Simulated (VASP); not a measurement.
# Rb (P-1) in VASP: density of states with PBE+D3(BJ)

Aim: the density of states of Rb with PBE+D3(BJ).

Program: VASP 6.6.1. These are calculated values, not measurements. Logs are shortened: lines on timing, memory, paths and dates and some standing lists are left out, and cuts for length are marked.

## Step 1: Starting point

The typed cell holds 1 atom: a = 4.833 Å, b = 4.864 Å, c = 4.841 Å, α = 108.28°, β = 109.30°, γ = 110.40°.

## Step 2: Density of states, PBE+D3(BJ)

POSCAR

```
Rb
1.0
   -2.8214070000      2.7950020000      2.7536450000
    2.8522830000     -2.7909000000      2.7804180000
    2.8326890000      2.8021820000     -2.7495430000
Rb
1
Direct
   -0.0036430000      0.0142020000      0.0218230000
```

INCAR.step1

```
SYSTEM = Rb
PREC = Accurate ; ENCUT = 520
EDIFF = 1E-6 ; ISMEAR = -1
SIGMA = 0.025 ; LREAL = .False.
LASPH = .True. ; NELM = 100
ALGO = Fast ; ISIF = 2
LWAVE = .False. ; LCHARG = .True.
GGA = PE ; IVDW = 12
NBANDS = 10
```

KPOINTS.step1

```
Automatic mesh
0
Gamma
  5 5 5
  0 0 0
```

INCAR.step2

```
SYSTEM = Rb
PREC = Accurate ; ENCUT = 520
EDIFF = 1E-6 ; ISMEAR = -5
SIGMA = 0.025 ; LREAL = .False.
LASPH = .True. ; NELM = 100
ALGO = Fast ; ISIF = 2
LWAVE = .False. ; LCHARG = .False.
GGA = PE ; IVDW = 12
LORBIT = 10 ; NBANDS = 10
NEDOS = 1001 ; ICHARG = 11
```

KPOINTS.step2

```
Automatic mesh
0
Gamma
  8 8 8
  0 0 0
```

Potentials or basis: VASP PAW PBE potentials, release 64 (Rb_sv).

Run with:

```
> cat potpaw_PBE.64/Rb_sv/POTCAR > POTCAR
> cp INCAR.step1 INCAR
> cp KPOINTS.step1 KPOINTS
> mpirun -np 1 vasp_std > vasp.out
> cp INCAR.step2 INCAR
> cp KPOINTS.step2 KPOINTS
> mpirun -np 1 vasp_std > vasp.out
```

OUTCAR:

```text
SYSTEM = Rb
   PREC = Accurate
   ENCUT = 520
   EDIFF = 1E-6
   ISMEAR = -5
   LREAL = .False.
   LASPH = .True.
   NELM = 100
   ISIF = 2
   GGA = PE
   IVDW = 12
   LORBIT = 10
   ICHARG = 11
 IVDW          = 12

 ion  position               nearest neighbor table
   1  0.996  0.014  0.022-

  LATTYP: Found a triclinic cell.
 ALAT       =    12.4802740326
 B/A-ratio  =     0.6302209519
 C/A-ratio  =     0.3911351420
 COS(alpha) =     0.0062868755
 COS(beta)  =     0.2625055548
 COS(gamma) =     0.9489060959

  Lattice vectors:

 A1 = (   0.0083120000, -11.1902660000,   5.5258590000)
 A2 = (   0.0195940000,  -5.5930820000,   5.5299610000)
 A3 = (  -2.8635650000,  -2.8062840000,  -2.7845200000)

Analysis of symmetry for initial positions (statically):
=====================================================================
 Subroutine PRICEL returns:
 Original cell was already a primitive cell.

 Routine SETGRP: Setting up the symmetry group for a
 triclinic supercell.

 Subroutine GETGRP returns: Found  2 space group operations
 (whereof  1 operations were pure point group operations)
 out of a pool of  2 trial point group operations.

The static configuration has the point symmetry C_1 .
 The point group associated with its full space group is S_2 .

Analysis of symmetry for dynamics (positions and initial velocities):
=====================================================================
 Subroutine PRICEL returns:
 Original cell was already a primitive cell.

 Routine SETGRP: Setting up the symmetry group for a
 triclinic supercell.

 Subroutine GETGRP returns: Found  2 space group operations
 (whereof  1 operations were pure point group operations)
 out of a pool of  2 trial point group operations.

The dynamic configuration has the point symmetry C_1 .
 The point group associated with its full space group is S_2 .

 Subroutine INISYM returns: Found  2 space group operations
 (whereof  1 operations are pure point group operations),
 and found     1 'primitive' translations

----------------------------------------------------------------------------------------

                                     Primitive cell

  volume of cell :      88.0434

  direct lattice vectors                    reciprocal lattice vectors
    -2.821407000  2.795002000  2.753645000    -0.001334997  0.178531623  0.180574179
     2.852283000 -2.790900000  2.780418000     0.174927247 -0.000484307  0.179723457
     2.832689000  2.802182000 -2.749543000     0.175554541  0.178308227 -0.001111632

  length of vectors
     4.832694324  4.863678174  4.841109133     0.253933765  0.250799317  0.250228808

  position of ions in fractional coordinates (direct lattice)
     0.996357000  0.014202000  0.021823000

  ion indices of the primitive-cell ions
   primitive index   ion index
                 1           1

----------------------------------------------------------------------------------------

 KPOINTS: Automatic mesh

Automatic generation of k-mesh.
 Grid dimensions read from file:
 generate k-points for:    8    8    8

 Generating k-lattice:

  Cartesian coordinates                     Fractional coordinates (reciprocal lattice)
    -0.000166875  0.022316453  0.022571772     0.125000000  0.000000000  0.000000000
     0.021865906 -0.000060538  0.022465432    -0.000000000  0.125000000  0.000000000
     0.021944318  0.022288528 -0.000138954    -0.000000000  0.000000000  0.125000000

  Length of vectors
     0.031741721  0.031349915  0.031278601

  Shift w.r.t. Gamma in fractional coordinates (k-lattice)
     0.000000000  0.000000000  0.000000000

 TETIRR: Found   1536 inequivalent tetrahedra from     3072

 Subroutine IBZKPT returns following result:
 ===========================================

 Found    260 irreducible k-points:

 Following reciprocal coordinates:
            Coordinates               Weight
  0.000000  0.000000  0.000000      1.000000
  0.125000  0.000000  0.000000      2.000000
  0.250000  0.000000  0.000000      2.000000
  0.375000  0.000000  0.000000      2.000000
  0.500000  0.000000  0.000000      1.000000
 -0.000000  0.125000  0.000000      2.000000
[... 16 lines left out ...]
  0.125000  0.375000  0.000000      2.000000
  0.250000  0.375000  0.000000      2.000000
 [... further k-points ...]
   k-points           NKPTS =    260   k-points in BZ     NKDIM =    260   number of bands    NBANDS=     10
   number of dos      NEDOS =   1001   number of ions     NIONS =      1
   total plane-waves  NPLWV =  46656
   dimension x,y,z NGX =    36 NGY =   36 NGZ =   36
   dimension x,y,z NGXF=    72 NGYF=   72 NGZF=   72
   ions per type =               1
   NGX,Y,Z   is equivalent  to a cutoff of  12.38, 12.31, 12.36 a.u.
   NGXF,Y,Z  is equivalent  to a cutoff of  24.77, 24.61, 24.73 a.u.
 SYSTEM =  Rb
   PREC   = accura    normal or accurate (medium, high low for compatibility)
   ISTART =      0    job   : 0-new  1-cont  2-samecut
   ICHARG =     11    charge: 1-file 2-atom 10-const
   ISPIN  =      1    spin polarized calculation?
   LNONCOLLINEAR =      F non collinear calculations
   LSORBIT =      F    spin-orbit coupling
   LASPH  =      T    aspherical Exc in radial PAW
   ENCUT  =  520.0 eV  38.22 Ry    6.18 a.u.   8.99  9.04  9.00*2*pi/ulx,y,z
   NELM   =    100;   NELMIN=  2; NELMDL=  0     # of ELM steps
   EDIFF  = 0.1E-05   stopping-criterion for ELM
   LREAL  =      F    real-space projection
   EDIFFG = 0.1E-04   stopping-criterion for IOM
   NSW    =      0    number of steps for IOM
   IBRION =     -1    ionic relax: 0-MD 1-quasi-New 2-CG
   NFREE  =      0    steps in history (QN), initial steepest desc. (CG)
   ISIF   =      2    stress and relaxation
   ISYM   =      2    0-nonsym 1-usesym 2-fastsym
   POTIM  = 0.5000    time-step for ionic-motion
   TEBEG  =    0.0;   TEEND  =   0.0 temperature during run
   PSTRESS=    0.0 pullay stress
   NELECT =       9.0000    total number of electrons
   NUPDOWN=      -1.0000    fix difference up-down
   EMIN   =  10.00;   EMAX   =-10.00  energy-range for DOS
   EFERMI =   0.00;   METHOD = LEGACY
   ISMEAR =    -5;   SIGMA  =   0.03  broadening in eV -4-tet -1-fermi 0-gaus
   EFERMI_NEDOS =   21; number of points for ismear=-14 and -15
   IALGO  =     68    algorithm
   IMIX   =      4    mixing-type and parameters
     AMIX     =   0.40;   BMIX     =  1.00
     AMIX_MAG =   1.60;   BMIX_MAG =  1.00
  volume/ion in A,a.u.               =      88.04       594.15
  Fermi-wavevector in a.u.,A,eV,Ry     =   0.765462  1.446513  7.972080  0.585931
  Thomas-Fermi vector in A             =   1.865587
   LORBIT       =     10    0 simple, 1 ext, 2 COOP (PROOUT), +10 PAW based schemes
   GGA     = PE    functional components
   LHFCALC =     F    Hartree Fock is set to
   AEXX    =    0.0000 exact exchange contribution
   IVDW    =    12    specifies the selected vdW correction
   LEPSILON=     F    determine dielectric tensor
   LRPA    =     F    only Hartree local field effects (RPA)
 non-spin polarized calculation
 RMM-DIIS sequential band-by-band and
 Fermi weights with tetrahedron method with Bloechl corrections
  energy-cutoff  :      520.00
  volume of cell :       88.04
 maximum number of plane-waves:      2397

 number of electron       9.0000000 magnetization

 Free energy of the ion-electron system (eV)
  ---------------------------------------------------
  ext. energy  EPLUGINS =         0.00000000
  ---------------------------------------------------
  free energy    TOTEN  =        -0.93578600 eV

  energy without entropy =       -0.93578600  energy(sigma->0) =       -0.93578600

 E-fermi :   0.1161     XC(G=0):  -5.5461

 val. band max:        0.0829880962   @ k =  -0.0000   0.5000   0.2500
 cond. band min:       0.0727985692   @ k =   0.2500   0.5000   0.2500
 fundamental gap:     -0.0101895270
 Fermi energy:         0.1160956137

 k-point     1 :       0.0000    0.0000    0.0000
  band No.  band energies     occupation
      1     -28.7990      2.00000
      2     -12.8383      2.00000
      3     -12.8378      2.00000
      4     -12.8369      2.00000
      5      -1.9285      2.00000
      6       3.7289      0.00000
      7       3.7897      0.00000
      8       3.8758      0.00000
      9       4.6699      0.00000
     10       4.8384      0.00000

 k-point     2 :       0.1250    0.0000    0.0000
  band No.  band energies     occupation
      1     -28.7983      2.00000
      2     -12.8539      2.00000
      3     -12.8427      2.00000
      4     -12.8380      2.00000
      5      -1.7369      2.00000
      6       3.5015      0.00000
      7       3.5262      0.00000
      8       3.9434      0.00000
      9       4.5625      0.00000
     10       4.6381      0.00000

 k-point     3 :       0.2500    0.0000    0.0000
  band No.  band energies     occupation
      1     -28.7965      2.00000
      2     -12.8920      2.00000
      3     -12.8556      2.00000
      4     -12.8384      2.00000
      5      -1.1910      2.00000
      6       2.6026      0.00000
      7       3.0555      0.00000
      8       4.4507      0.00000
      9       4.6310      0.00000
     10       4.6597      0.00000

 k-point     4 :       0.3750    0.0000    0.0000
  band No.  band energies     occupation
      1     -28.7948      2.00000
      2     -12.9293      2.00000
      3     -12.8684      2.00000
      4     -12.8389      2.00000
      5      -0.3821      2.16138
      6       1.6528      0.00000
      7       2.7233      0.00000
      8       4.6403      0.00000
      9       4.8517      0.00000
     10       5.2560      0.00000

 k-point     5 :       0.5000    0.0000    0.0000
  band No.  band energies     occupation
      1     -28.7940      2.00000
      2     -12.9445      2.00000
      3     -12.8737      2.00000
      4     -12.8391      2.00000
      5       0.3419      0.11754
      6       0.9225      0.00000
      7       2.6055      0.00000
      8       4.4659      0.00000
      9       5.2766      0.00000
     10       5.4509      0.00000

 k-point     6 :      -0.0000    0.1250    0.0000
  band No.  band energies     occupation
      1     -28.7983      2.00000
      2     -12.8539      2.00000
      3     -12.8428      2.00000
      4     -12.8370      2.00000
      5      -1.7417      2.00000
      6       3.4400      0.00000
      7       3.5341      0.00000
      8       4.0077      0.00000
      9       4.5094      0.00000
     10       4.7234      0.00000
[... 183 lines left out ...]
 k-point    21 :      -0.1250    0.2500    0.0000
  band No.  band energies     occupation
      1     -28.7971      2.00000
      2     -12.8793      2.00000
      3     -12.8493      2.00000
      4     -12.8406      2.00000
      5      -1.3843      2.00000
      6       2.9032      0.00000
      7       3.1485      0.00000
      8       4.3043      0.00000
      9       4.3406      0.00000
     10       4.9652      0.00000

 k-point    22 :      -0.0000    0.3750    0.0000
  band No.  band energies     occupation
      1     -28.7950      2.00000
      2     -12.9278      2.00000
      3     -12.8666      2.00000
      4     -12.8374      2.00000
      5      -0.4176      2.23118
      6       1.5940      0.00000
      7       2.8012      0.00000
      8       4.5854      0.00000
      9       4.9152      0.00000
     10       5.3224      0.00000

 k-point    23 :       0.1250    0.3750    0.0000
  band No.  band energies     occupation
      1     -28.7943      2.00000
      2     -12.9343      2.00000
      3     -12.8751      2.00000
      4     -12.8435      2.00000
      5       0.1561      0.94175
      6       1.1931      0.00000
      7       2.5169      0.00000
      8       4.2266      0.00000
      9       5.1711      0.00000
     10       5.5255      0.00000

 k-point    24 :       0.2500    0.3750    0.0000
  band No.  band energies     occupation
      1     -28.7937      2.00000
      2     -12.9229      2.00000
      3     -12.8961      2.00000
      4     -12.8498      2.00000
      5       0.8754     -0.27983
      6       1.0324      0.00000
      7       1.8543      0.00000
      8       4.1444      0.00000
      9       4.9209      0.00000
     10       5.1646      0.00000

 [... further k-points ...]

------------------------ aborting loop because EDIFF is reached ----------------------------------------

 Edisp (eV)   -0.10509

 E8    (eV) :    -0.0603

  FORCE on cell =-STRESS in cart. coord.  units (eV):
  Direction    XX          YY          ZZ          XY          YZ          ZX
  --------------------------------------------------------------------------------------
  -------------------------------------------------------------------------------------
  Total      -0.03645    -0.05655    -0.05160     0.00840    -0.00083    -0.00035
  in kB      -0.66334    -1.02914    -0.93907     0.15294    -0.01510    -0.00629
  external pressure =       -0.88 kB  Pullay stress =        0.00 kB

 VOLUME and BASIS-vectors are now :
 -----------------------------------------------------------------------------
  energy-cutoff  :      520.00
  volume of cell :       88.04
      direct lattice vectors                 reciprocal lattice vectors
    -2.821407000  2.795002000  2.753645000    -0.001334997  0.178531623  0.180574179
     2.852283000 -2.790900000  2.780418000     0.174927247 -0.000484307  0.179723457
     2.832689000  2.802182000 -2.749543000     0.175554541  0.178308227 -0.001111632

 POSITION                                       TOTAL-FORCE (eV/Angst)
 -----------------------------------------------------------------------------------
     -2.70880      2.80634      2.72310         0.000000     -0.000000      0.000000
 -----------------------------------------------------------------------------------
    total drift:                               -0.000000      0.000000     -0.000000

  FREE ENERGIE OF THE ION-ELECTRON SYSTEM (eV)
  ---------------------------------------------------
  free  energy   TOTEN  =        -1.0408802219 eV

  energy  without entropy=       -1.0408802219  energy(sigma->0) =       -1.04088022

 total charge

# of ion       s       p       d       tot
------------------------------------------
    1        1.965   5.320   0.005   7.291
```

It took 88 s on 1 thread of Intel Xeon Platinum 8559C (Emerald Rapids), shared host; peak memory 0.35 GiB.

Results:

- Valence electrons inside the program's atomic spheres: Rb 7.29
- Dispersion energy per atom: -0.105 eV

States per cell in windows of 1 eV (zero at the Fermi level; states under -8 eV left out):
```
from (eV)  total  Rb1_d  Rb1_p  Rb1_s
     -8.0   0.00   0.00   0.00   0.00
     -7.0   0.00   0.00   0.00   0.00
     -6.0   0.00   0.00   0.00   0.00
     -5.0   0.00   0.00   0.00   0.00
     -4.0   0.00   0.00   0.00   0.00
     -3.0   0.00   0.00   0.00   0.00
     -2.0   0.30   0.00   0.00   0.01
     -1.0   0.71   0.01   0.02   0.03
      0.0   1.05   0.03   0.03   0.02
      1.0   1.82   0.12   0.05   0.01
      2.0   1.86   0.24   0.02   0.01
      3.0   1.70   0.26   0.03   0.03
      4.0   2.64   0.66   0.03   0.03
      5.0   1.93   0.62   0.02   0.02
      6.0   0.00   0.00   0.00   0.00
```

Caveat: pairwise dispersion overbinds metals, which lowers pressure and volume; tetrahedron occupations give inexact forces and stress in metals.
